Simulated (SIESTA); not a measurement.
GaN under changes of volume

One of the cells (9.735 Å³/atom); the others are scaled copies at fixed shape and fractional positions:

```
Ga N
1.0
     0.00000    2.13524    2.13524
     2.13524    0.00000    2.13524
     2.13524    2.13524    0.00000
Ga N
1 1
Cartesian
  0.0000 0.0000 0.0000
  2.1352 2.1352 2.1352
```

Measurements of this composition are mostly on another form, of space group No. 186.

- Program: SIESTA 5.4.2
- Functional: PBEsol
- Potentials or basis: PseudoDojo 0.4 standard (PBEsol files)
- Basis: DZP (energy shift 0.003 Ry; two zetas on semicore shells)
- Grid cutoff: 800 Ry
- Energy shift: 0.003 Ry
- k mesh: 11 × 11 × 11
- Occupations: fermi-dirac, width 0.05 eV
- Spin: no spin polarisation

```csv
volume (Å³/atom),energy over the lowest point (meV/atom),pressure (GPa),gap on the mesh (eV)
9.151,?,?,?
9.346,4.06,5.9,0.68
9.540,0.00,0.8,0.55
9.735,1.97,-3.9,0.43
9.930,9.29,-7.9,0.32
10.124,21.01,-11.3,0.20
10.319,36.86,-14.5,none
```

Q: What does the run at 9.151 Å³/atom give?

A: Energy over the lowest point 14.50 meV/atom; pressure 11.5 GPa; gap on the mesh 0.81 eV.

Worked out: A Birch-Murnaghan fit of order 3 (a polynomial in V^(-2/3)) to the other rows has its minimum at 9.57 Å³/atom with B0 = V·E''(V) = 240 GPa and B' = 5.9. It gives 15.10 meV/atom at 9.151 Å³/atom, against the run's 14.50, and -dE/dV = 12.2 GPa, against 11.5.

Energies are extrapolated to zero smearing.

Caveats: the basis of atomic orbitals isn't converged, which shifts pressures, moduli and gaps; an odd mesh through Γ misses points on the zone boundary, where band edges often lie (some runs). Spin-orbit coupling on Ga is left out.

A gap of «none» marks a metal or a gap under the smearing width.
